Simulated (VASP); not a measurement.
Here is a VASP 6.6.1 calculation.

File INCAR:

```
SYSTEM = InAs
PREC     = Accurate       ! precision mode
ENCUT    = 600            ! plane-wave cutoff, eV
EDIFF    = 1E-7           ! SCF threshold, eV
ISMEAR   = 0              ! smearing method
SIGMA    = 0.03           ! smearing width, eV
LREAL    = .FALSE.        ! projectors in reciprocal space
LASPH    = .TRUE.         ! aspherical terms in the spheres
NELM     = 80             ! most SCF steps
ALGO     = Normal         ! electronic algorithm
ISIF     = 3              ! what is computed and relaxed
LWAVE    = .FALSE.        ! write WAVECAR
LCHARG   = .FALSE.        ! write CHGCAR
GGA      = PS             ! functional
IBRION   = 2              ! ionic algorithm
NSW      = 90             ! ionic steps
EDIFFG   = -0.005         ! ionic threshold
```

Contents of KPOINTS:

```
regular mesh
0
G
  10 10 10
  0 0 0
```

The input POSCAR:

```
InAs                                    
1.0
    0.0000000000      3.0454540627      3.0454540627
    3.0454540627      0.0000000000      3.0454540627
    3.0454540627      3.0454540627     -0.0000000000
  In              As            
     1     1
Direct
     0.0000000000000000    0.0000000000000000    0.0000000000000000
     0.2500000000000000    0.2500000000000000    0.2500000000000000
```

Potentials or basis: VASP PAW PBE potentials, release 64 (In_d, As).

Run with:

```sh
$ cat potpaw_PBE.64/In_d/POTCAR potpaw_PBE.64/As/POTCAR > POTCAR
$ mpirun -np 1 vasp_std > vasp.out
```

(1) Predict the band gap on the k mesh.

## Answers

(1) none (metal or under the smearing width).

Caveat: the relaxation stopped at its first step, so nothing moved; this crystal is a semiconductor, whose small gap the functional closes, so the metal is an error of the method.
